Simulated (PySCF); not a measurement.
# diethyl ether: calculation and literature

Molfile (atoms numbered from 1):
```
C4H10O
     RDKit          3D

 15 14  0  0  0  0  0  0  0  0999 V2000
   -2.3516   -0.5672   -0.0870 C   0  0  0  0  0  0  0  0  0  0  0  0
   -1.1969    0.4069    0.0799 C   0  0  0  0  0  0  0  0  0  0  0  0
    0.0133   -0.2991   -0.0553 O   0  0  0  0  0  0  0  0  0  0  0  0
    1.1529    0.5156    0.0820 C   0  0  0  0  0  0  0  0  0  0  0  0
    2.3937   -0.3476   -0.0797 C   0  0  0  0  0  0  0  0  0  0  0  0
   -3.2985   -0.0440    0.0131 H   0  0  0  0  0  0  0  0  0  0  0  0
   -2.2890   -1.3451    0.6687 H   0  0  0  0  0  0  0  0  0  0  0  0
   -2.3007   -1.0340   -1.0666 H   0  0  0  0  0  0  0  0  0  0  0  0
   -1.2410    0.8891    1.0711 H   0  0  0  0  0  0  0  0  0  0  0  0
   -1.2528    1.2032   -0.6813 H   0  0  0  0  0  0  0  0  0  0  0  0
    1.1376    1.3129   -0.6802 H   0  0  0  0  0  0  0  0  0  0  0  0
    1.1494    1.0013    1.0724 H   0  0  0  0  0  0  0  0  0  0  0  0
    2.4016   -1.1271    0.6769 H   0  0  0  0  0  0  0  0  0  0  0  0
    3.2875    0.2617    0.0227 H   0  0  0  0  0  0  0  0  0  0  0  0
    2.3899   -0.8186   -1.0586 H   0  0  0  0  0  0  0  0  0  0  0  0
  1  2  1  0
  2  3  1  0
  3  4  1  0
  4  5  1  0
  1  6  1  0
  1  7  1  0
  1  8  1  0
  2  9  1  0
  2 10  1  0
  4 11  1  0
  4 12  1  0
  5 13  1  0
  5 14  1  0
  5 15  1  0
M  END
```

The experiment to reproduce: δ $^{13}$C C2/C4 65.9; C1/C5 15.2; δ $^{1}$H H9/H10/H11/H12 3.48; H6/H7/H8/H13/H14/H15 1.21 ppm (measured; solution, CDCl3, 298 K; Fulmer et al., Organometallics 2010, 29, 2176).
δ $^{17}$O O3 17.1 ppm (measured; liquid, neat, 295 K; 17O NMR survey of organic solvents and oxofluorinated compounds, PMC5915748).
δ $^{13}$C C1/C5 15.1; δ $^{1}$H H9/H10/H11/H12 3.38; H6/H7/H8/H13/H14/H15 1.09 ppm (measured; solution, DMSO-d6, 298 K; Fulmer et al., Organometallics 2010, 29, 2176).
δ $^{13}$C C2/C4 66.1; C1/C5 15.5; δ $^{1}$H H9/H10/H11/H12 3.38; H6/H7/H8/H13/H14/H15 1.12 ppm (measured; solution, THF-d8, 298 K; Fulmer et al., Organometallics 2010, 29, 2176). Coupling constants: $^{3}J$(H11,H13) 7.0 Hz.

[PySCF 2.14: geometry: GFN2-xTB; NMR shieldings at PBE0/pcSseg-1/GIAO; spin–spin couplings from B3LYP/pcJ-1 (without the spin–dipole term); non-relativistic Hamiltonian; rapidly exchanging positions averaged; isolated molecule; a single conformation]

Question: How close does the calculation come?

Answer: 
Reference values: measured (solution, CDCl3, 298 K; Fulmer et al., Organometallics 2010, 29, 2176).
| atoms | quantity | reference | computed | computed, scaled |
| --- | --- | --- | --- | --- |
| C2/C4 | δ $^{13}$C | 65.9 | 71.3 | 67.3 |
| C1/C5 | δ $^{13}$C | 15.2 | 18.1 | 15.5 |
| H9/H10/H11/H12 | δ $^{1}$H | 3.48 | 3.56 | 3.45 |
| H6/H7/H8/H13/H14/H15 | δ $^{1}$H | 1.21 | 1.28 | 1.30 |

Reference values: measured (liquid, neat, 295 K; 17O NMR survey of organic solvents and oxofluorinated compounds, PMC5915748).
```
atoms                      quantity  reference  computed  computed, scaled
   O3  δ $^{17}$O vs D2O (external)       17.1         –              15.9
```

Reference values: measured (solution, DMSO-d6, 298 K; Fulmer et al., Organometallics 2010, 29, 2176).
| atoms | quantity | reference | computed | computed, scaled |
| --- | --- | --- | --- | --- |
| C1/C5 | δ $^{13}$C | 15.1 | 18.1 | 15.5 |
| H9/H10/H11/H12 | δ $^{1}$H | 3.38 | 3.56 | 3.45 |
| H6/H7/H8/H13/H14/H15 | δ $^{1}$H | 1.09 | 1.28 | 1.30 |

Reference values: measured (solution, THF-d8, 298 K; Fulmer et al., Organometallics 2010, 29, 2176).
| atoms | quantity | reference | computed | computed, scaled |
| --- | --- | --- | --- | --- |
| C2/C4 | δ $^{13}$C | 66.1 | 71.3 | 67.3 |
| C1/C5 | δ $^{13}$C | 15.5 | 18.1 | 15.5 |
| H9/H10/H11/H12 | δ $^{1}$H | 3.38 | 3.56 | 3.45 |
| H6/H7/H8/H13/H14/H15 | δ $^{1}$H | 1.12 | 1.28 | 1.30 |

Computed shifts are σ(ref) − σ with the named reference compound (TMS for H and C) calculated as an isolated molecule at the same level. The measured values may be among those fitted. Scaled to experiment by linear calibration (H and C: mostly CDCl3 data, vs TMS): $^{1}$H: δ = 30.01 − 0.943σ (rms 0.17 ppm, 504 shifts, 0.18 ppm with the 4 outliers that the fit left out); $^{13}$C: δ = 179.97 − 0.974σ (rms 2.1 ppm, 958 shifts, 2.3 ppm with the 13 outliers that the fit left out); $^{17}$O: δ = 266.70 − 0.911σ (rms 10.7 ppm, 155 shifts, 12.2 ppm with the 3 outliers that the fit left out vs liquid water, solution or neat liquid). Occasional misses reach two or three times the rms, and more in compound classes unlike the fitted ones.

Coupling constants in Hz:
```tsv
coupling	reference	computed	source
$^{3}J$(H11,H13)	7.0	7.3	measured; UCL NMR lecture notes, Spin-Spin Coupling (L3_3_97)
```

Question: How far are the unscaled $^{13}$C shifts from the references?

Answer: Mean signed difference +3.82 ppm, mean absolute 3.82 ppm over 5 comparisons; the largest is +5.4 ppm at C2/C4 (sp3 CH2 bonded to O).

Question: How far are the unscaled $^{1}$H shifts from the references?

Answer: Mean signed difference +0.14 ppm, mean absolute 0.14 ppm over 6 comparisons; the largest is +0.19 ppm at H6/H7/H8/H13/H14/H15 (hydrogen on a methyl carbon).

13 of the 52 published NMR values on file for this molecule are compared. The rest: values from further sources, protons in aromatic solvents.

Unscaled 3J(H,H) at this level run about 10 % above measured values.
